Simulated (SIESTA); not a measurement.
Crystal: WC.

```xyz
2
Lattice="0.0000 2.1927 2.1927 2.1927 0.0000 2.1927 2.1927 2.1927 0.0000" Properties=species:S:1:pos:R:3 pbc="T T T"
W     0.0000    0.0000    0.0000
C     2.1927    2.1927    2.1927
```

Measurements of this composition are mostly on another form, of space group No. 187.

Base run:

| Quantity | Value |
| --- | --- |
| Program | SIESTA 5.4.2 |
| Functional | PBEsol |
| Potentials or basis | PseudoDojo 0.4 standard (PBEsol files) |
| Basis | DZP (energy shift 0.003 Ry; two zetas on semicore shells) |
| Grid cutoff | 800 Ry |
| Energy shift | 0.003 Ry |
| k mesh | 10 × 10 × 10 |
| Occupations | fermi-dirac, width 0.05 eV |
| Spin | no spin polarisation |

Its results: band gap on the k mesh none (metal or under the smearing width); pressure -0.5 GPa.

Problem. The run is repeated on the same cell with these changes: functional from PBEsol to LDA; potentials or basis from PseudoDojo 0.4 standard (PBEsol files) to PseudoDojo 0.4 standard (LDA files). What comes out?

Solution. Band gap on the k mesh none (metal or under the smearing width); pressure -7.4 GPa.

Caveats: short orbitals over semicore shells can move pressures by several GPa; the basis of atomic orbitals isn't converged, which shifts pressures, moduli and gaps.

Not every run made on this cell is shown here.
